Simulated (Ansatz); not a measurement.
Molecular dynamics on a 2×2×2 supercell (16 atoms) of InAs (rocksalt), relaxed with r2SCAN. Forces come from PBE in Ansatz 0.2.0: a Langevin thermostat at fixed volume, 450 K, steps of 3 fs. Classical nuclei, no spin polarisation; a few dozen steps show the first response, not equilibrium. The structure comes from a prototype and may be hypothetical.

```yaml
crystal:
  lattice:
    - [0.0, 5.6828672107, 5.6828672107]
    - [5.6828672107, 0.0, 5.6828672107]
    - [5.6828672107, 5.6828672107, 0.0]
  atoms:
    - { symbol: In, position: [0.0, 0.0, 0.0] }
    - { symbol: As, position: [0.25, 0.25, 0.25] }
    - { symbol: In, position: [0.0, 0.0, 0.5] }
    - { symbol: As, position: [0.25, 0.25, 0.75] }
    - { symbol: In, position: [0.0, 0.5, 0.0] }
    - { symbol: As, position: [0.25, 0.75, 0.25] }
    - { symbol: In, position: [0.0, 0.5, 0.5] }
    - { symbol: As, position: [0.25, 0.75, 0.75] }
    - { symbol: In, position: [0.5, 0.0, 0.0] }
    - { symbol: As, position: [0.75, 0.25, 0.25] }
    - { symbol: In, position: [0.5, 0.0, 0.5] }
    - { symbol: As, position: [0.75, 0.25, 0.75] }
    - { symbol: In, position: [0.5, 0.5, 0.0] }
    - { symbol: As, position: [0.75, 0.75, 0.25] }
    - { symbol: In, position: [0.5, 0.5, 0.5] }
    - { symbol: As, position: [0.75, 0.75, 0.75] }
kpoints:
  mp_grid: { grid: [2, 2, 2] }
hamiltonian:
  xc: pbe
scf:
  occupations: { method: fermi_dirac, width: 0.039 }
md:
  ensemble: nvt_langevin
  temperature: 450
  timestep: 3.0
  n_steps: 30
  initial_velocities: maxwell_boltzmann
  seed: 6589
```

Run as `ansatz run input.yaml --threads 4 --pin off --max-ram 3686MiB --backend cpu --events-out ev --progress --plain --runs-dir out`.

**Question.** It ran on 4 threads of Arm Neoverse V2, with other jobs on the host, load about 0.6 per core. About how long did it take, and what peak of host memory did it reach?

**Answer.** About 2.3 min, with a peak of 1.6 GiB.

| step | t (fs) | T (K) | free energy F from step 0 (meV/atom) | kinetic energy (meV/atom) | largest force (eV/Å) |
| --- | --- | --- | --- | --- | --- |
| 0 | 0 | 422 | 0.0 | 54.5 | 0.00 |
| 1 | 3 | 375 | 0.0 | 48.4 | 0.06 |
| 2 | 6 | 371 | 0.1 | 48.0 | 0.12 |
| 3 | 9 | 385 | 0.2 | 49.8 | 0.17 |
| 4 | 12 | 389 | 0.4 | 50.3 | 0.23 |
| 5 | 15 | 370 | 0.8 | 47.8 | 0.29 |
| 6 | 18 | 392 | 1.3 | 50.7 | 0.35 |
| 7 | 21 | 399 | 2.2 | 51.6 | 0.41 |
| 8 | 24 | 401 | 3.2 | 51.8 | 0.47 |
| 9 | 27 | 433 | 4.4 | 56.0 | 0.52 |
| 10 | 30 | 412 | 5.7 | 53.3 | 0.57 |
| 11 | 33 | 418 | 7.1 | 54.1 | 0.61 |
| 12 | 36 | 365 | 8.7 | 47.2 | 0.65 |
| 13 | 39 | 372 | 10.6 | 48.0 | 0.70 |
| 14 | 42 | 335 | 12.6 | 43.2 | 0.74 |
| 15 | 45 | 313 | 14.6 | 40.5 | 0.81 |
| 16 | 48 | 362 | 16.4 | 46.8 | 0.85 |
| 17 | 51 | 339 | 18.0 | 43.8 | 0.88 |
| 18 | 54 | 349 | 19.5 | 45.1 | 0.94 |
| 19 | 57 | 328 | 20.6 | 42.4 | 1.02 |
| 20 | 60 | 342 | 21.4 | 44.2 | 1.08 |
| 21 | 63 | 334 | 22.0 | 43.1 | 1.13 |
| 22 | 66 | 269 | 22.2 | 34.7 | 1.17 |
| 23 | 69 | 311 | 22.3 | 40.2 | 1.19 |
| 24 | 72 | 310 | 22.3 | 40.0 | 1.20 |
| 25 | 75 | 297 | 22.1 | 38.4 | 1.25 |
| 26 | 78 | 308 | 21.6 | 39.7 | 1.30 |
| 27 | 81 | 345 | 20.8 | 44.6 | 1.36 |
| 28 | 84 | 290 | 20.0 | 37.5 | 1.42 |
| 29 | 87 | 343 | 18.7 | 44.3 | 1.47 |
| 30 | 90 | 354 | 17.2 | 45.7 | 1.52 |

The temperature starts at 422 K, is lowest at step 22 (269 K, 66 fs) and ends at 354 K. The thermostat hasn't had time to restore it. The atoms start on their lattice sites with kinetic energy alone, so much of it first passes into potential energy. By the last step the atoms have moved 0.21 Å in the root mean square, the drift of the whole cell taken out, 0.48 Å at most.

Positions (Å) and forces (eV/Å) at step 30:
```
In   0.012   0.057   0.091     0.108  -0.392  -0.369
As   2.906   3.038   2.810     0.575  -0.539  -0.089
In   2.742   2.661  -0.180     0.608   0.287   0.815
As   5.494   5.867   2.844     0.597  -0.358   0.261
In   2.906   0.088   2.899     0.146  -0.139  -0.212
As   5.774   2.762   5.749    -0.681  -0.075  -0.312
In   5.701   2.813   2.725    -0.553   0.268   0.261
As   8.427   5.691   5.592     0.194  -0.243  -0.504
In   0.194   2.813   2.789    -0.518   0.531   0.197
As   3.062   5.616   5.851     0.157  -0.304   0.442
In   2.901   5.601   2.880    -0.314  -0.478   0.069
As   5.774   8.640   5.700    -0.407   0.534  -0.221
In   2.780   2.762   5.657     0.401   0.309   0.032
As   5.879   5.713   8.417    -0.277  -0.665   0.257
In   5.787   5.659   5.628    -0.452  -0.013   0.100
As   8.299   8.105   8.606     0.415   1.275  -0.724
```
